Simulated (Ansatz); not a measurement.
Crystal: CuI.

```
I Cu
1.0
     4.09020    0.00000    0.00000
     0.00000    4.09020    0.00000
     0.00000    0.00000    6.55146
I Cu
2 2
Direct
  0.00000 0.50000 0.74303
  0.50000 0.00000 0.25697
  0.00000 0.00000 0.00000
  0.50000 0.50000 0.00000
```

Measurements of this composition are mostly on another form, of space group No. 216.

Base run:

```yaml
Program: Ansatz 0.2.0
Functional: PBEsol
Potentials_or_basis: all-electron LAPW, non-relativistic
Cutoff: 255 eV (chosen from the basis error)
Basis_error_allowed: 0.002 eV/atom
k_mesh: 7 × 7 × 4
Occupations: fermi-dirac, width 0.05 eV
Spin: no spin polarisation
```

Its results: band gap on the k mesh 2.31 eV, direct; pressure -0.7 GPa; largest force 0.160 eV/Å.

Q: The run is repeated on the same cell with these changes: potentials or basis from all-electron LAPW, non-relativistic to all-electron PAW datasets made for the crystal. What comes out?

A: Band gap on the k mesh 1.49 eV, direct; pressure -1.7 GPa; largest force 0.232 eV/Å.

Caveats: spin-orbit coupling is left out, which moves the levels of the heavy elements; this functional lacks dispersion, which binds the layers, so the pressure and a relaxed spacing across them are unreliable; relativity is left out, which matters for the heavier elements (some runs).

The runs don't all hold the same shells in valence.
